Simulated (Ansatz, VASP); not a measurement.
**MgTe: VASP beside Ansatz**

POSCAR

```
MgTe
1.0
    4.5775104488      0.0000000000      0.0000000000
   -2.2887552244      3.9642403347      0.0000000000
    0.0000000000      0.0000000000      7.4555751524
Mg Te
2 2
Direct
    0.3333333333      0.6666666667      0.0043977340
    0.6666666667      0.3333333333      0.5043977340
    0.3333333333      0.6666666667      0.3806022660
    0.6666666667      0.3333333333      0.8806022660
```

The input INCAR.step1:

```
SYSTEM = MgTe
ALGO = Normal ; EDIFF = 1E-4
ENCUT = 520 ; GGA = PE
ISMEAR = 0 ; LASPH = .True.
LCHARG = .False. ; LREAL = .False.
LWAVE = .True. ; NBANDS = 16
NELM = 100 ; PREC = Accurate
SIGMA = 0.01
```

Contents of INCAR.step2:

```
SYSTEM = MgTe
ALGO = Normal ; EDIFF = 1E-7
ENCUT = 520 ; ISIF = 2
ISMEAR = 0 ; ISTART = 1
LASPH = .True. ; LCHARG = .False.
LMIXTAU = .True. ; LREAL = .False.
LWAVE = .False. ; METAGGA = R2SCAN
NBANDS = 16 ; NELM = 100
PREC = Accurate ; SIGMA = 0.01
```

Contents of KPOINTS:

```
k-points
0
Gamma
  6 6 2
  0 0 0
```

Input for Ansatz:

```yaml
crystal:
  lattice:
    - [4.5775104488, 0.0, 0.0]
    - [-2.2887552244, 3.9642403347, 0.0]
    - [0.0, 0.0, 7.4555751524]
  atoms:
    - { symbol: Mg, position: [0.3333333333, 0.6666666667, 0.004397734] }
    - { symbol: Mg, position: [0.6666666667, 0.3333333333, 0.504397734] }
    - { symbol: Te, position: [0.3333333333, 0.6666666667, 0.380602266] }
    - { symbol: Te, position: [0.6666666667, 0.3333333333, 0.880602266] }
kpoints:
  mp_grid: { grid: [6, 6, 2] }
hamiltonian:
  xc: r2scan
scf:
  occupations: { method: fixed }
  n_extra_bands: 5
output:
  forces: true
  stress: true
  eigenvalues: true
```

Alike in both runs: task single point; functional r2SCAN; k mesh 6 × 6 × 2; no spin polarisation.

|  | VASP | Ansatz |
| --- | --- | --- |
| version | VASP 6.6.1 | Ansatz 0.2.0 |
| potentials or method | VASP PAW PBE potentials, release 64 (Mg, Te) | plane waves, PAW |
| plane-wave cutoff (eV) | 520 | 500 |
| occupations | gaussian, width 0.01 eV | fixed |
| valence electrons in the cell | 16 | 52 |

VASP gave:

- gap on the k mesh at the Fermi level (eV): 3.14
- pressure (GPa): -0.1

Q: What did Ansatz give for the same quantities?

A: gap on the k mesh at the Fermi level (eV): 3.16; pressure (GPa): 0.0.

The two sets of potentials don't hold the same shells in valence.

Caveats: the k mesh is coarse (spacing up to 0.42 Å⁻¹), so the values aren't converged; the PAW data sets were made with another functional, which shifts forces and pressure a little (VASP); spin-orbit coupling is left out, which moves the levels of the heavy elements. A k mesh can miss the band edges. r2SCAN opens gaps a little over a GGA but as a rule still falls short of measured ones.
